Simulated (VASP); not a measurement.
Crystal: TiTe.

```xyz
2
Lattice="0.0000 3.0501 3.0501 3.0501 0.0000 3.0501 3.0501 3.0501 0.0000" Properties=species:S:1:pos:R:3 pbc="T T T"
Ti    3.0501    3.0501    3.0501
Te    0.0000    0.0000    0.0000
```

The cell comes from a database or a generator and needn't be the stable form of this composition.

```yaml
Program: VASP 6.6.1
Task: relaxation of cell and atoms
Functional: BLYP
Dispersion: D3
Potentials_or_basis: VASP PAW PBE potentials, release 64 (Ti_sv, Te)
Cutoff: 600 eV
k_mesh: 8 × 8 × 8
Occupations: fermi-dirac, width 0.05 eV
Spin: no spin polarisation
```

At the start: pressure -9.8 GPa; volume 28.37 Å³/atom.

Q: Where does the relaxation end?

A: Over 3 steps the energy falls by 174.5 meV/atom and the volume is 23.46 Å³/atom (-17.3 %); space group Fm-3m (No. 225, to 0.05 Å).

The path:
```tsv
step	energy change (eV)	largest force (eV/Å)	pressure (GPa)	volume (Å³)
1	0.0000	0.0000	-9.78	56.75
2	-0.2903	0.0000	6.09	43.67
3	-0.3490	0.0000	0.03	46.93
```

Final structure:
```yaml
crystal:
  lattice:
    - [0.00000, 2.86282, 2.86282]
    - [2.86282, 0.00000, 2.86282]
    - [2.86282, 2.86282, 0.00000]
  atoms:
    - { symbol: Ti, position: [0.50000, 0.50000, 0.50000] }
    - { symbol: Te, position: [0.00000, 0.00000, 0.00000] }
```

Caveat: the volume moved by over 15 % at a fixed basis, so the end points are rough; the PAW data sets were made with another functional, which shifts forces and pressure a little.
